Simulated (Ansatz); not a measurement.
**K₂S: all-electron results**

```
K S
1.0
     0.00000    3.70694    3.70694
     3.70694    0.00000    3.70694
     3.70694    3.70694    0.00000
K S
2 1
Direct
  0.75000 0.75000 0.75000
  0.25000 0.25000 0.25000
  0.00000 0.00000 0.00000
```

Atom numbers follow the list: K1, K2, S3.

The cell is the one relaxed in the Materials Project (mp-1022), not relaxed further here; entries there can be hypothetical.

Methods: DFT, PBE, all-electron LAPW, scalar-relativistic (Ansatz 0.2.0); DFT, PBE, PAW with Ansatz's default frozen-core files, scalar-relativistic (Ansatz 0.2.0).

For LAPW: a Γ-centred 7×7×7 k mesh, Fermi–Dirac smearing of 0.03 eV, basis error target 1 meV/atom, no spin polarisation. PAW takes a cutoff of 420 eV at this cell. The Ansatz runs share mesh, smearing and spin set-up. Values come from LAPW unless marked.

| Item | Value |
| --- | --- |
| Band gap | 2.37 eV, indirect from X (0.5, 0, 0.5) to Γ |
| Smallest direct gap on the path | 2.56 eV |
| Volume per atom | 229.2 bohr³ |

Problem. Löwdin charges (with 0.15 e of the cell spilling out of the atomic basis, so their sizes and signs hang on that basis): what does the calculation give?

Solution. K1 0.70, S3 -1.26 e.

Problem. Give the computed value. Pressure at this cell.

Solution. 0.38 GPa.

Problem. Bader charges (from the PAW run): what does the calculation give?

Solution. K1 +0.76, S3 -1.51 e.
